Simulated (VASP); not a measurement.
# KF (P4/mmm) in VASP: further runs

Runs on KF. Level: PBE. Tasks: single point.

All numbers are computed with VASP 6.6.1; they aren't measurements. Logs are shortened: lines on timing, memory, paths and dates and some standing lists are left out, and cuts for length are marked.

## 1. The crystal as given

Symmetry: P4/mmm, No. 123, tetragonal system. The conventional cell has a = 2.904 Å, b = 2.904 Å, c = 4.106 Å, α = 90.00°, β = 90.00°, γ = 90.00°. K (site symmetry 4/mmm) has 8 F at 2.90 Å and 4 K at 2.90 Å as nearest neighbours. F (site symmetry 4/mmm) has 8 K at 2.90 Å and 4 F at 2.90 Å as nearest neighbours.

The cell comes from a database or a generator and needn't be the stable form of this composition.

## 2. Single point, PBE

INCAR reads:

```
SYSTEM = KF
PREC = Accurate ; ENCUT = 520
EDIFF = 1E-6 ; ISMEAR = 0
SIGMA = 0.05 ; LREAL = .False.
LASPH = .True. ; NELM = 100
ALGO = Normal ; ISIF = 2
LWAVE = .False. ; LCHARG = .True.
GGA = PE ; LELF = .True.
LVHAR = .True. ; NBANDS = 15
```

KPOINTS reads:

```
regular mesh
0
Gamma
  8 8 8
  0 0 0
```

POSCAR reads:

```
KF
1.0
    2.9035449955      0.0000000000      0.0000000000
    0.0000000000      2.9035449955      0.0000000000
    0.0000000000      0.0000000000      4.1056126236
K F
1 1
Direct
    0.0000000000      0.0000000000      0.0000000000
    0.5000000000      0.5000000000      0.5000000000
```

Potentials or basis: VASP PAW PBE potentials, release 64 (K_sv, F).

Command:

```sh
$ cat potpaw_PBE.64/K_sv/POTCAR potpaw_PBE.64/F/POTCAR > POTCAR
$ mpirun -np 1 vasp_std > vasp.out
```

OUTCAR:

```text
SYSTEM = KF
   PREC = Accurate
   ENCUT = 520
   EDIFF = 1E-6
   ISMEAR = 0
   LREAL = .False.
   LASPH = .True.
   NELM = 100
   ISIF = 2
   GGA = PE

 ion  position               nearest neighbor table
   1  0.000  0.000  0.000-
   2  0.500  0.500  0.500-

  LATTYP: Found a simple tetragonal cell.
 ALAT       =     2.9035449955
 C/A-ratio  =     1.4140000000

  Lattice vectors:

 A1 = (   2.9035449955,   0.0000000000,   0.0000000000)
 A2 = (   0.0000000000,   2.9035449955,   0.0000000000)
 A3 = (   0.0000000000,   0.0000000000,   4.1056126236)

Analysis of symmetry for initial positions (statically):
=====================================================================
 Subroutine PRICEL returns:
 Original cell was already a primitive cell.

 Routine SETGRP: Setting up the symmetry group for a
 simple tetragonal supercell.

 Subroutine GETGRP returns: Found 16 space group operations
 (whereof 16 operations were pure point group operations)
 out of a pool of 16 trial point group operations.

The static configuration has the point symmetry D_4h.

Analysis of symmetry for dynamics (positions and initial velocities):
=====================================================================
 Subroutine PRICEL returns:
 Original cell was already a primitive cell.

 Routine SETGRP: Setting up the symmetry group for a
 simple tetragonal supercell.

 Subroutine GETGRP returns: Found 16 space group operations
 (whereof 16 operations were pure point group operations)
 out of a pool of 16 trial point group operations.

The dynamic configuration has the point symmetry D_4h.

 Subroutine INISYM returns: Found 16 space group operations
 (whereof 16 operations are pure point group operations),
 and found     1 'primitive' translations

----------------------------------------------------------------------------------------

                                     Primitive cell

  volume of cell :      34.6127

  direct lattice vectors                    reciprocal lattice vectors
     2.903544995  0.000000000  0.000000000     0.344406579  0.000000000  0.000000000
     0.000000000  2.903544995  0.000000000     0.000000000  0.344406579  0.000000000
     0.000000000  0.000000000  4.105612624     0.000000000  0.000000000  0.243569009

  length of vectors
     2.903544995  2.903544995  4.105612624     0.344406579  0.344406579  0.243569009

  position of ions in fractional coordinates (direct lattice)
     0.000000000  0.000000000  0.000000000
     0.500000000  0.500000000  0.500000000

  ion indices of the primitive-cell ions
   primitive index   ion index
                 1           1
                 2           2

----------------------------------------------------------------------------------------

 KPOINTS: regular mesh

Automatic generation of k-mesh.
 Grid dimensions read from file:
 generate k-points for:    8    8    8

 Generating k-lattice:

  Cartesian coordinates                     Fractional coordinates (reciprocal lattice)
     0.043050822  0.000000000  0.000000000     0.125000000  0.000000000  0.000000000
     0.000000000  0.043050822  0.000000000     0.000000000  0.125000000  0.000000000
     0.000000000  0.000000000  0.030446126     0.000000000  0.000000000  0.125000000

  Length of vectors
     0.043050822  0.043050822  0.030446126

  Shift w.r.t. Gamma in fractional coordinates (k-lattice)
     0.000000000  0.000000000  0.000000000

 Subroutine IBZKPT returns following result:
 ===========================================

 Found     75 irreducible k-points:

 Following reciprocal coordinates:
            Coordinates               Weight
  0.000000  0.000000  0.000000      1.000000
  0.125000  0.000000  0.000000      4.000000
  0.250000  0.000000  0.000000      4.000000
  0.375000  0.000000  0.000000      4.000000
  0.500000  0.000000  0.000000      2.000000
  0.125000  0.125000  0.000000      4.000000
[... 16 lines left out ...]
  0.375000  0.125000  0.125000     16.000000
  0.500000  0.125000  0.125000      8.000000
 [... further k-points ...]
   k-points           NKPTS =     75   k-points in BZ     NKDIM =     75   number of bands    NBANDS=     15
   number of dos      NEDOS =    301   number of ions     NIONS =      2
   total plane-waves  NPLWV =  18432
   dimension x,y,z NGX =    24 NGY =   24 NGZ =   32
   dimension x,y,z NGXF=    48 NGYF=   48 NGZF=   64
   ions per type =               1   1
   NGX,Y,Z   is equivalent  to a cutoff of  13.74, 13.74, 12.96 a.u.
   NGXF,Y,Z  is equivalent  to a cutoff of  27.48, 27.48, 25.92 a.u.
 SYSTEM =  KF
   PREC   = accura    normal or accurate (medium, high low for compatibility)
   ISTART =      0    job   : 0-new  1-cont  2-samecut
   ICHARG =      2    charge: 1-file 2-atom 10-const
   ISPIN  =      1    spin polarized calculation?
   LNONCOLLINEAR =      F non collinear calculations
   LSORBIT =      F    spin-orbit coupling
   LASPH  =      T    aspherical Exc in radial PAW
   ENCUT  =  520.0 eV  38.22 Ry    6.18 a.u.   5.40  5.40  7.63*2*pi/ulx,y,z
   NELM   =    100;   NELMIN=  2; NELMDL= -5     # of ELM steps
   EDIFF  = 0.1E-05   stopping-criterion for ELM
   LREAL  =      F    real-space projection
   EDIFFG = 0.1E-04   stopping-criterion for IOM
   NSW    =      0    number of steps for IOM
   IBRION =     -1    ionic relax: 0-MD 1-quasi-New 2-CG
   NFREE  =      0    steps in history (QN), initial steepest desc. (CG)
   ISIF   =      2    stress and relaxation
   ISYM   =      2    0-nonsym 1-usesym 2-fastsym
   POTIM  = 0.5000    time-step for ionic-motion
   TEBEG  =    0.0;   TEEND  =   0.0 temperature during run
   PSTRESS=    0.0 pullay stress
   NELECT =      16.0000    total number of electrons
   NUPDOWN=      -1.0000    fix difference up-down
   EMIN   =  10.00;   EMAX   =-10.00  energy-range for DOS
   EFERMI =   0.00;   METHOD = LEGACY
   ISMEAR =     0;   SIGMA  =   0.05  broadening in eV -4-tet -1-fermi 0-gaus
   EFERMI_NEDOS =   21; number of points for ismear=-14 and -15
   IALGO  =     38    algorithm
   IMIX   =      4    mixing-type and parameters
     AMIX     =   0.40;   BMIX     =  1.00
     AMIX_MAG =   1.60;   BMIX_MAG =  1.00
  volume/ion in A,a.u.               =      17.31       116.79
  Fermi-wavevector in a.u.,A,eV,Ry     =   1.265814  2.392041 21.800402  1.602284
  Thomas-Fermi vector in A             =   2.399047
   LORBIT       =      0    0 simple, 1 ext, 2 COOP (PROOUT), +10 PAW based schemes
   GGA     = PE    functional components
   LHFCALC =     F    Hartree Fock is set to
   AEXX    =    0.0000 exact exchange contribution
   IVDW    =     0    specifies the selected vdW correction
   LEPSILON=     F    determine dielectric tensor
   LRPA    =     F    only Hartree local field effects (RPA)
 non-spin polarized calculation
 Gauss-broadening in eV      SIGMA  =   0.05
  energy-cutoff  :      520.00
  volume of cell :       34.61
 maximum number of plane-waves:       960
 NGX is ok and might be reduce to    24

 number of electron      16.0000003 magnetization

 Free energy of the ion-electron system (eV)
  ---------------------------------------------------
  ext. energy  EPLUGINS =         0.00000000
  ---------------------------------------------------
  free energy    TOTEN  =        -7.28812253 eV

  energy without entropy =       -7.28812253  energy(sigma->0) =       -7.28812253

 E-fermi :  -0.6264     XC(G=0):  -9.0438

 val. band max:       -0.8714632913   @ k =   0.5000   0.0000   0.5000
 cond. band min:       3.5361909645   @ k =   0.0000   0.0000   0.0000
 fundamental gap:      4.4076542558
 Fermi energy:        -0.6263652029

 k-point     1 :       0.0000    0.0000    0.0000
  band No.  band energies     occupation
      1     -30.0101      2.00000
      2     -20.3732      2.00000
      3     -13.1165      2.00000
      4     -12.5198      2.00000
      5     -12.5198      2.00000
      6      -2.1210      2.00000
      7      -0.9993      2.00000
      8      -0.9993      2.00000
      9       3.5362      0.00000
     10       5.6115      0.00000
     11       6.2702      0.00000
     12      11.2567      0.00000
     13      11.2567      0.00000
     14      12.5928      0.00000
     15      14.1961      0.00000

 k-point     2 :       0.1250    0.0000    0.0000
  band No.  band energies     occupation
      1     -29.9645      2.00000
      2     -20.3537      2.00000
      3     -13.0710      2.00000
      4     -12.8159      2.00000
      5     -12.4919      2.00000
      6      -2.1431      2.00000
      7      -1.3158      2.00000
      8      -0.9848      2.00000
      9       4.0380      0.00000
     10       5.9985      0.00000
     11       6.6402      0.00000
     12      10.4543      0.00000
     13      11.3447      0.00000
     14      12.0028      0.00000
     15      14.7028      0.00000

 k-point     3 :       0.2500    0.0000    0.0000
  band No.  band energies     occupation
      1     -29.8517      2.00000
      2     -20.3077      2.00000
      3     -13.4777      2.00000
      4     -12.9585      2.00000
      5     -12.4235      2.00000
      6      -2.2044      2.00000
      7      -1.9775      2.00000
      8      -0.9503      2.00000
      9       5.0793      0.00000
     10       6.9633      0.00000
     11       7.7140      0.00000
     12       9.2036      0.00000
     13      10.8715      0.00000
     14      11.5677      0.00000
     15      15.1812      0.00000
[... 343 lines left out ...]
 k-point    23 :       0.3750    0.1250    0.1250
  band No.  band energies     occupation
      1     -29.6910      2.00000
      2     -20.2327      2.00000
      3     -14.0573      2.00000
      4     -12.8205      2.00000
      5     -12.6378      2.00000
      6      -2.4372      2.00000
      7      -2.2105      2.00000
      8      -1.1298      2.00000
      9       6.4331      0.00000
     10       7.5834      0.00000
     11       8.2885      0.00000
     12       8.7914      0.00000
     13      10.5589      0.00000
     14      10.7298      0.00000
     15      15.9431      0.00000

 k-point    24 :       0.5000    0.1250    0.1250
  band No.  band energies     occupation
      1     -29.6419      2.00000
      2     -20.2113      2.00000
      3     -14.2940      2.00000
      4     -12.7780      2.00000
      5     -12.6060      2.00000
      6      -2.6294      2.00000
      7      -2.2300      2.00000
      8      -1.1042      2.00000
      9       7.0847      0.00000
     10       7.1063      0.00000
     11       7.9903      0.00000
     12       9.0608      0.00000
     13      10.7316      0.00000
     14      11.2597      0.00000
     15      15.8727      0.00000

 [... further k-points ...]

------------------------ aborting loop because EDIFF is reached ----------------------------------------

  FORCE on cell =-STRESS in cart. coord.  units (eV):
  Direction    XX          YY          ZZ          XY          YZ          ZX
  --------------------------------------------------------------------------------------
  -------------------------------------------------------------------------------------
  Total        2.6242834      2.6242834     -4.9114534      0.0000000     -0.0000000     -0.0000000
  in kB      121.4748086    121.4748086   -227.3450597      0.0000000     -0.0000000     -0.0000000
  external PRESSURE =       5.2015192 kB  Pullay stress =       0.0000000 kB

 VOLUME and BASIS-vectors are now :
 -----------------------------------------------------------------------------
  energy-cutoff  :      520.00
  volume of cell :       34.61
      direct lattice vectors                 reciprocal lattice vectors
     2.903544995  0.000000000  0.000000000     0.344406579  0.000000000  0.000000000
     0.000000000  2.903544995  0.000000000     0.000000000  0.344406579  0.000000000
     0.000000000  0.000000000  4.105612624     0.000000000  0.000000000  0.243569009

 POSITION                                       TOTAL-FORCE (eV/Angst)
 -----------------------------------------------------------------------------------
      0.00000      0.00000      0.00000         0.000000      0.000000      0.000000
      1.45177      1.45177      2.05281         0.000000      0.000000      0.000000
 -----------------------------------------------------------------------------------
    total drift:                                0.000000      0.000000     -0.000000

  FREE ENERGIE OF THE ION-ELECTRON SYSTEM (eV)
  ---------------------------------------------------
  free  energy   TOTEN  =        -7.2881225322 eV

  energy  without entropy=       -7.2881225322  energy(sigma->0) =       -7.28812253
```

It took 15 s on 1 thread of Intel Xeon Platinum 8375C at 2.90GHz (Ice Lake), shared host; peak memory 0.17 GiB.

What came out:

```yaml
Free_energy: -7.2881 eV
Pressure: 0.5 GPa
Band_gap_on_the_k_mesh: 4.41 eV, indirect (least direct gap 4.54 eV)
```

A k mesh can miss the band edges. Expect the measured gap to be larger: semilocal functionals such as PBE lack the derivative discontinuity.

## 3. Single point, PBE

This run uses another cell than the first one, of the same volume but with other edges.

INCAR reads:

```
  PREC = Accurate
  ENCUT = 520
  EDIFF = 1E-6
  ISMEAR = 0
  SIGMA = 0.05
  LREAL = False
  LASPH = True
  NELM = 100
  ALGO = Normal
  ISIF = 2
  LWAVE = False
  LCHARG = False
  GGA = PE
  NBANDS = 15
```

KPOINTS reads:

```
Automatic mesh
0
Gamma
  8 8 8
```

POSCAR reads:

```
KF
1.0
    3.1570452159      0.0000000000      0.0000000000
    0.0000000000      3.1570452159      0.0000000000
    0.0000000000      0.0000000000      3.4727497375
K F
1 1
Direct
    0.0000000000      0.0000000000      0.0000000000
    0.5000000000      0.5000000000      0.5000000000
```

Potentials or basis: VASP PAW PBE potentials, release 64 (K_sv, F).

Command:

```sh
$ cat potpaw_PBE.64/K_sv/POTCAR potpaw_PBE.64/F/POTCAR > POTCAR
$ mpirun -np 1 vasp_std > vasp.out
```

Run time: 14 s. Hardware: 1 thread of Intel Xeon Platinum 8375C at 2.90GHz (Ice Lake), shared host; peak memory 0.16 GiB.

The run converged. Its results:

| Item | Value |
| --- | --- |
| Free energy | -8.0376 eV |
| Pressure | 0.0 GPa |
| Band gap on the k mesh | 6.06 eV, indirect (least direct gap 6.11 eV) |

Stress tensor (GPa, compression positive):
```
 2.75  0.00  0.00
 0.00  2.75  0.00
 0.00  0.00 -5.47
```

Levels at points of the mesh, in eV from the valence-band top:
```tsv
k point	band 4	band 5	band 6	band 7	band 8	band 9	band 10	band 11	band 12	band 13
(0.00, 0.00, 0.00)	-10.19	-10.19	-0.37	-0.06	-0.06	6.06	8.04	8.16	13.48	13.48
(0.50, 0.00, 0.00)	-10.23	-10.06	-1.35	-0.52	-0.11	9.04	9.65	10.81	11.67	12.16
(0.50, 0.50, 0.00)	-11.12	-10.12	-0.75	-0.75	-0.29	7.72	9.18	11.04	11.04	14.65
(0.00, 0.00, 0.50)	-10.13	-10.13	-1.33	-0.17	-0.17	8.63	8.80	10.46	12.76	12.76
(0.50, 0.00, 0.50)	-10.79	-10.02	-0.80	-0.68	0.00	8.51	8.64	11.68	12.34	13.62
(0.50, 0.50, 0.50)	-11.00	-10.57	-1.15	-1.15	-1.11	9.50	10.53	10.53	14.69	14.88
```

A k mesh can miss the band edges. PBE gaps usually lie below the measured ones, often by a third to a half.
